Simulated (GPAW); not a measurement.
The system is BP.

```
P B
1.0
     0.00000    2.26900    2.26900
     2.26900    0.00000    2.26900
     2.26900    2.26900    0.00000
P B
1 1
Direct
  0.25000 0.25000 0.25000
  0.00000 0.00000 0.00000
```

Program: GPAW 26.7.0. Alike in all runs: task band structure; no spin polarisation; cell as given; k mesh 10 × 10 × 10; cutoff (eV) 800; smearing fermi-dirac 0.05 eV.

Question: Order these runs on this cell by their band gap on the k mesh, lowest first.
A. level BEEF-vdW; potentials or basis GPAW PAW data sets (gpaw-data 1.2.1), pw; band points 80
B. level PBEint; potentials or basis PAW data sets generated in the run's folder for this functional, pw; band points 100
C. level mBEEF; potentials or basis GPAW PAW data sets (gpaw-data 1.2.1), pw; band points 100

Answer: B (1.12 eV), A (1.42 eV), C (1.62 eV).

A k mesh can miss the band edges.

Not every run made on this cell is shown here.
